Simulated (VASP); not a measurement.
Set up this calculation in VASP 6.6.1, as the native input.

```yaml
Task: relaxation of cell and atoms
Functional: AM05
Potentials_or_basis: VASP PAW PBE potentials, release 64 (Si)
Cutoff: 600 eV
k_mesh: 18 × 18 × 15
Occupations: methfessel-paxton, width 0.1 eV
Spin: no spin polarisation
Further_INCAR_settings: ALGO = Normal; EDIFF = 1e-07; IBRION = 2; EDIFFG = -0.005; NSW = 90; ISIF = 3
```

The structure of Si lies in POSCAR:

```
Si                                      
1.0
    2.6098501331      0.0000000000     -0.0000000000
   -1.3049250666      2.2601965153     -0.0000000000
    0.0000000000      0.0000000000      2.4712144666
  Si            
     1
Direct
     0.0000000000000000    1.0000000000000000    1.0000000000000000
```

This isn't the form of Si at room conditions, which is diamond.

These files were run (other wordings do the same):

INCAR

```
SYSTEM = Si
  PREC = Accurate
  ENCUT = 600
  EDIFF = 1E-7
  ISMEAR = 1
  SIGMA = 0.1
  LREAL = .False.
  LASPH = .True.
  NELM = 80
  ALGO = Normal
  ISIF = 3
  LWAVE = .False.
  LCHARG = .False.
  GGA = AM
  IBRION = 2
  NSW = 90
  EDIFFG = -0.005
```

KPOINTS

```
Automatic mesh
0
Gamma
  18 18 15
  0 0 0
```

Potentials or basis: VASP PAW PBE potentials, release 64 (Si).

Run with:

```console
$ cat potpaw_PBE.64/Si/POTCAR > POTCAR
$ mpirun -np 1 vasp_std > vasp.out
```

It gave:

The relaxed volume is 14.57 Å³/atom, the relaxed cell is a = 2.610 Å, b = 2.610 Å, c = 2.470 Å, α = 90.00°, β = 90.00°, γ = 120.00° and the space group after relaxing (to 0.05 Å) is P6/mmm (No. 191). The energy gained by relaxing is 0.0 meV/atom and the ionic steps are 2. The pressure after relaxing is 0.0 GPa and the band gap on the k mesh is none (metal or under the smearing width).

Caveat: the PAW data sets were made with another functional, which shifts forces and pressure a little.

It took 9.9 s on 1 thread of Intel(R) Xeon(R) 6975P-C (Granite Rapids), on a shared host, peak memory 0.14 GiB.
